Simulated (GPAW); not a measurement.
# How the form of the self-energy moves the gap of CdTe (F-43m)

How much does the gap of CdTe (F-43m) depend on the approximation to the self-energy?

Main program and level: GPAW 26.7.0; LDA and many-body steps on it, plane waves.

The database entry behind the starting cell differs from later determinations by our own check (an axis about 1.1 % short against later determinations), so it need not match the best structure at ambient conditions.

### 1. Set-up

Symmetry: F-43m, No. 216, cubic system. Conventional cell: a = 6.410 Å, b = 6.410 Å, c = 6.410 Å, α = 90.00°, β = 90.00°, γ = 90.00°. Nearest to Cd lie 4 Te at 2.78 Å. Nearest to Te lie 4 Cd at 2.78 Å. Farther neighbours and most contacts between anions are not listed.

As a file:

```cif
data_structure
_symmetry_space_group_name_H-M 'P 1'
_symmetry_Int_Tables_number 1
_cell_length_a 4.5326
_cell_length_b 4.5326
_cell_length_c 4.5326
_cell_angle_alpha 60.000
_cell_angle_beta 60.000
_cell_angle_gamma 60.000
_cell_volume 65.84
loop_
_atom_site_label
_atom_site_type_symbol
_atom_site_fract_x
_atom_site_fract_y
_atom_site_fract_z
_atom_site_occupancy
Cd1 Cd 0.00000 0.00000 0.00000 1
Te2 Te 0.25000 0.25000 0.25000 1
```

The cell and positions come from the Crystallography Open Database and are kept as given unless a step says otherwise. Spin-orbit coupling is left out unless a step names it.

### 2. Empty states on the mesh, 4×4×4 mesh, 786 bands

This step: GPAW 26.7.0; DFT, LDA, plane waves, PAW.

The sums over transitions need many empty states on a uniform mesh; this step solves for them.

The input, run.py:

```python
import json
import numpy as np
from gpaw.mpi import world
from gpaw import GPAW

calc = GPAW('gs.gpw').fixed_density(kpts={'size': (4, 4, 4), 'gamma': True},
    parallel={'domain': 1, 'band': 1},
    txt='nscf.txt')
calc.diagonalize_full_hamiltonian(nbands=786)
calc.write('full.gpw', mode='all')
res = {}
kpts = calc.get_ibz_k_points()
res['kpts'] = kpts
res['eigenvalues'] = [calc.get_eigenvalues(kpt=k) for k in range(len(kpts))]
res['n_electrons'] = calc.get_number_of_electrons()

if world.rank == 0:
    with open('result.json', 'w') as f:
        json.dump(res, f, default=lambda x: x.tolist())
```

On the command line:

```
$ mpirun -n 8 gpaw python run.py
```

Numbers of over 12 decimals in the logs are rounded to 6 here.

Output:

```text
Diagonalizing LCAO Hamiltonian
Converting LCAO to pw mode
convergence criteria:
- Maximum integral of absolute [eigenst]ate change: 4e-08 eV^2 / valence electron
maximum number of iterations: 100

SCF iterations
|iter     |     time |      energy | eigst |  dens |
|iter:   1|  |             | +0.72 |       |
|iter:   2|  |             | -0.36 |       |
|iter:   3|  |             | -2.09 |       |
|iter:   4|  |             | -3.36 |       |
|iter:   5|  |             | -4.64 |       |
|iter:   6|  |             | -5.83 |       |
|iter:   7|  |             | -6.99 |       |
|iter:   8|  |             | -7.59c|       |
SCF steps: 8
  __  _  _
 | _ |_)|_||  |
 |__||  | ||/\| - 26.7.0

Input parameters:
  mode=PW(ecut=450.000000),
  convergence={'density': 1e-06, 'bands': -3},
  gpts=array([24, 24, 24]),
  kpts=MonkhorstPack(size=(4, 4, 4), gamma=True),
  maxiter=100,
  nbands=16,
  occupations=Occupations(name='fermi-dirac', width=0.001, fixmagmom=False),
  parallel={'domain': 1, 'band': 1},
  xc=XC(name='LDA')
Matrix size: 1411x1411
# Writing to full.gpw (mode='all')
  [... matrices ...]

timing:  # [seconds]
  Total: 3.739  # ━━━━━━━━━━━━━━━━━━━━━━━━━━━━━━━━━━━━━━━━━━━━━━━━━━━━━━━━━━━
```

It took 6.2 s on 8 MPI ranks of Arm Neoverse V2, shared host; peak memory 2.4 GiB; 48 s of CPU time.

Numbers from this step:

```
gap                                                           : 0.6080 eV
k of the valence top                                          : 0, 0, 0
k of the conduction bottom                                    : 0, 0, 0
least direct gap                                              : 0.6080 eV
k points computed                                             : 8
lowest point of the top converged band, above the valence top : 288.3022 eV
```

On this mesh the gap is 0.608 eV.

### 3. G0W0, Godby-Needs plasmon pole

G0W0 replaces the xc potential by the self-energy, built once from these orbitals. Only a window of levels is corrected, while the sums run over the empty bands that the input names.

This step: G0W0 on LDA, plane waves, PAW.

The input, run.py:

```python
import json
import numpy as np
from gpaw.mpi import world
from gpaw.response.g0w0 import G0W0

gw = G0W0('full.gpw',
    filename='gw',
    kpts=[0],
    bands=(7, 11),
    ecut=180,
    nbands=361,
    integrate_gamma='WS',
    ppa=True)
gw.calculate()
res = {mode: {k: v for k, v in r.items() if k != 'sigma_eskwn'}
       for mode, r in gw.all_results.items()}

if world.rank == 0:
    with open('result.json', 'w') as f:
        json.dump(res, f, default=lambda x: x.tolist())
```

On the command line:

```
$ mpirun -n 8 gpaw python run.py
```

Output:

```text
Using integrator: PointIntegrator
FrequencyGridDescriptor(from 0.000+0.000j to 0.000+27.211j eV, 2 points)
Nonperiodic BCs:  [False False False]
Using integrator: PointIntegrator
FrequencyGridDescriptor(from 0.000+0.000j to 0.000+27.211j eV, 2 points)
Nonperiodic BCs:  [False False False]
  ___  _ _ _
 |   || | | |
 | | || | | |
 |__ ||_____|
 |___|

BZ k-points: Symmetries present (total): 24

  [... matrices ...]
64 k-points: 4 x 4 x 4 Monkhorst-Pack grid + [1/8,1/8,1/8]
8 k-points in the irreducible part of the Brillouin zone
       k-points in crystal coordinates                weights
   0:     0.00000000    0.00000000    0.00000000          1/64
   1:     0.25000000    0.25000000    0.00000000          6/64
   2:     0.25000000    0.25000000    0.25000000          8/64
   3:     0.50000000    0.25000000   -0.25000000          6/64
   4:     0.50000000    0.25000000    0.25000000         12/64
   5:     0.50000000    0.50000000    0.00000000          3/64
   6:     0.50000000    0.50000000    0.25000000         24/64
   7:     0.50000000    0.50000000    0.50000000          4/64

Distributing spins, k-points and bands (1 x 1 x 4) over 8 processes
Number of blocks: 1

Quasi particle states:
k-points (IBZ indices): [0]
Band range: (7, 11)
  [... matrices ...]
Computational parameters:
Plane wave cut-off: 180 eV
Number of bands: 361
Coulomb cutoff: None
Broadening: 0.1 eV

fxc modes: GW
Kernel: RPA
Using Godby-Needs plasmon-pole approximation:
  Fitting energy: i*E0, E0 = 1.000 Hartree
Summing all q:

Calculating screened Coulomb potential
No Coulomb truncation
FrequencyGridDescriptor(from 0.000+0.000j to 0.000+27.211j eV, 2 points)
Removing empty qpoint cache files...

Calculating chi0 body with:
    Ground state adapter containing:
    Number of spins: 1
    Number of kpoints: 64
    Number of irreducible kpoints: 8
    Number of completely occupied states: 9
    Number of partially occupied states: 9
    Occupied states memory: 1.8984375 M / cpu

    Linear response parametrization:
    q_c: [0.0, 0.0, 0.0]
    Number of frequency points: 2
    Planewave cutoff: 180.0
    Number of bands: 361
    Number of planewaves: 339
    Broadening (eta): 1e-06
    comm.size: 8
    kncomm.size: 8
    blockcomm.size: 1

    Memory estimate of potentially large arrays:
        chi0_wGG: 3.507111 M / cpu
Integrating chi0 body.

Symmetries of q_c:
    Direct symmetries (Uq -> q): 24
    Indirect symmetries (TUq -> q): 24
In total 48 allowed symmetries.

  [... matrices ...]
8 groups of equivalent kpoints. 87.5% reduction.

Integral kind: response function
Integrating chi0 head and wings.

Symmetries of q_c:
    Direct symmetries (Uq -> q): 24
    Indirect symmetries (TUq -> q): 24
In total 48 allowed symmetries.

  [... matrices ...]
8 groups of equivalent kpoints. 87.5% reduction.

Integral kind: response function wings

Calculating chi0 body with:
    Ground state adapter containing:
    Number of spins: 1
    Number of kpoints: 64
    Number of irreducible kpoints: 8
    Number of completely occupied states: 9
    Number of partially occupied states: 9
    Occupied states memory: 1.8984375 M / cpu

    Linear response parametrization:
[... the further q-points ...]

Results:
f:      Occupation numbers
eps:     KS-eigenvalues [eV]
vxc:     KS vxc [eV]
exx:     Exact exchange [eV]
sigma:   Self-energies [eV]
dsigma:  Self-energy derivatives
Z:       Renormalization factors
qp:      QP-energies [eV]

k-point 0 (0): (0.000, 0.000, 0.000)                GW
band       f     eps     vxc     exx   sigma  dsigma       Z      qp
                                                                   GW
   7   1.000   3.777 -16.571 -18.178   1.194  -0.264   0.791   3.451
   8   1.000   3.777 -16.571 -18.178   1.194  -0.264   0.791   3.451
   9   0.000   4.385 -13.972  -9.625  -3.590  -0.245   0.803   4.993
  10   0.000   8.267 -11.406  -6.804  -4.175  -0.256   0.796   8.607
```

Run time: 1.8 min. Hardware: 8 MPI ranks; peak memory 3 GiB.

This step gave:

```
G0W0 gap on the points computed              : 1.542 eV
least direct G0W0 gap on the computed points : 1.542 eV
Z at the valence top                         : 0.7909
Z at the conduction bottom                   : 0.8031
starting gap on the mesh                     : 0.6080 eV
k of the valence top                         : 0, 0, 0
k of the conduction bottom                   : 0, 0, 0
```

The gap on the mesh goes from 0.61 eV to 1.54 eV, a correction of +0.93 eV.

### 4. One-shot HSE06

This step: one-shot HSE06 levels on LDA orbitals, plane waves, PAW.

The input, run.py:

```python
import json
import numpy as np
from gpaw.mpi import world
from gpaw.hybrids.eigenvalues import non_self_consistent_eigenvalues

dft, vxc, vxc_hyb = non_self_consistent_eigenvalues('full.gpw', 'HSE06', 7, 11, kpt_indices=[0])
res = {'dft': dft[0], 'hybrid': (dft - vxc + vxc_hyb)[0]}
if world.rank == 0:
    with open('hybrid.txt', 'w') as f:
        for k, e0, e1 in zip([0], res['dft'], res['hybrid']):
            print(k, ' '.join(f'{x:9.4f}' for x in e0), '|', ' '.join(f'{x:9.4f}' for x in e1), file=f)

if world.rank == 0:
    with open('result.json', 'w') as f:
        json.dump(res, f, default=lambda x: x.tolist())
```

On the command line:

```
$ mpirun -n 8 gpaw python run.py
```

Output:

```text
IBZ(<points: 8, symmetries: 24>)
Occupied bands: 9
Transforming wave functions from IBZ to BZ: 0.018 seconds
Distributing wave functions and iFFT-ing to real space: 0.044 seconds
Calculating eigenvalues:
  k-points: 1
  Bands: 7-10 (inclusive)
  Seconds: 0.087 (wave-function broadcasting: 0.003 seconds)
HSE06-eigenvalue shifts:
  min: -0.160 eV
  ave: 0.306 eV
  max: 0.819 eV
```

Elapsed: 2.4 s, on 8 MPI ranks; peak memory 1.4 GiB; 18 s of CPU time.

This step gave:

* starting gap on the mesh: 0.6080 eV
* hybrid gap on the mesh: 1.588 eV
* least direct hybrid gap on the computed points: 1.588 eV

[end of part 1 of 2]

[Paths, hosts, dates, memory and timing lines, banners, echoed tables and standing remarks are left out of the program output.]

[Logs are printed without paths, hosts, clocks, repeated set-up lines and the standing remarks that a program may print on its own settings, such as how far it seeks lower states.]

[Runs of the session that timed out or met a known fault of the program may be left out.]

[Hosts, paths, dates, database ids (printed as entryN), source tags and the programs' standing remarks are cut or masked in the printed files.]
